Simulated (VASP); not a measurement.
Write the native input for VASP 6.6.1 that does the following.

| Item | Value |
| --- | --- |
| Task | single point |
| Functional | PBE |
| Potentials or basis | VASP PAW PBE potentials, release 64 (Al) |
| Cutoff | 520 eV |
| k mesh | 14 × 14 × 8 |
| Occupations | gaussian, width 0.1 eV |
| Spin | no spin polarisation |
| Dipole correction | no |
| Further INCAR settings | ALGO = Fast; EDIFF = 1e-06; NBANDS = 10 |

The structure of Al lies in POSCAR:

```
Al
1.0
    2.9301284834      0.0281245535     -0.0054561634
   -1.4407076638      2.4953715788      0.0109362484
   -0.0094416890      0.0164012845      5.0128068315
Al
2
Direct
    0.7077233409      0.3538616655      0.7500000000
    0.2922766591      0.6461383345      0.2500000000
```

This isn't the form of Al at room conditions, which is fcc.

The cell isn't the ideal one: strained and moved within a subgroup.

The input as run:

INCAR

```
PREC = Accurate ; ENCUT = 520
EDIFF = 1E-6 ; ISMEAR = 0
SIGMA = 0.1 ; LREAL = F
LASPH = T ; NELM = 100
ALGO = Fast ; ISIF = 2
LWAVE = F ; LCHARG = F
GGA = PE ; NBANDS = 10
```

KPOINTS

```
Automatic mesh
0
Gamma
  14 14 8
```

Potentials or basis: VASP PAW PBE potentials, release 64 (Al).

Run with:

```console
$ cat potpaw_PBE.64/Al/POTCAR > POTCAR
$ mpirun -np 1 vasp_std > vasp.out
```

Results of the run:

The pressure is -5.7 GPa, the largest force is 0.124 eV/Å and the band gap on the k mesh is none (metal or under the smearing width).

It took 74 s on 1 thread of Intel(R) Xeon(R) Platinum 8488C (Sapphire Rapids), with other jobs on the host, peak memory 0.24 GiB.
